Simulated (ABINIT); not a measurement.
Crystal: C.

```xyz
2
Lattice="0.0000 1.7834 1.7834 1.7834 0.0000 1.7834 1.7834 1.7834 0.0000" Properties=species:S:1:pos:R:3 pbc="T T T"
C     2.6751    2.6751    2.6751
C     1.7834    1.7834    1.7834
```

This isn't the form of C at room conditions, which is graphite.

Base run:

| Property | Result |
| --- | --- |
| Program | ABINIT 10.8.3 (patched build) |
| Functional | PW91 |
| Potentials or basis | JTH PAW PBE v2.0 |
| Cutoff | 544 eV |
| k mesh | 13 × 13 × 13 |
| Occupations | fermi-dirac, width 0.05 eV |
| Spin | no spin polarisation |

Its results: band gap on the k mesh 4.19 eV, indirect (least direct gap 5.62 eV); pressure 0.7 GPa.

Problem. After a change of settings the same cell gave: band gap on the k mesh 4.03 eV, indirect (least direct gap 5.54 eV); pressure -5.0 GPa. Which change was it?
A. functional from PW91 to BP86; potentials or basis from JTH PAW PBE v2.0 to PseudoDojo NC SR PBE v0.4.1 standard; cutoff from 544 eV to 1116 eV
B. functional from PW91 to LDA-PZ; potentials or basis from JTH PAW PBE v2.0 to JTH PAW LDA v2.0
C. functional from PW91 to HLE16; potentials or basis from JTH PAW PBE v2.0 to PseudoDojo NC SR PBE v0.4.1 standard; cutoff from 544 eV to 1116 eV
D. functional from PW91 to PBEsol; k mesh from 13 × 13 × 13 to 5 × 5 × 5

Solution. D.

Caveats: some runs use coarse meshes; the PAW data sets were made with another functional, which shifts forces and pressure a little; the atomic spheres overlap; an odd mesh through Γ misses points on the zone boundary, where band edges often lie (some runs).

Runs at the PBE level aren't shown here.
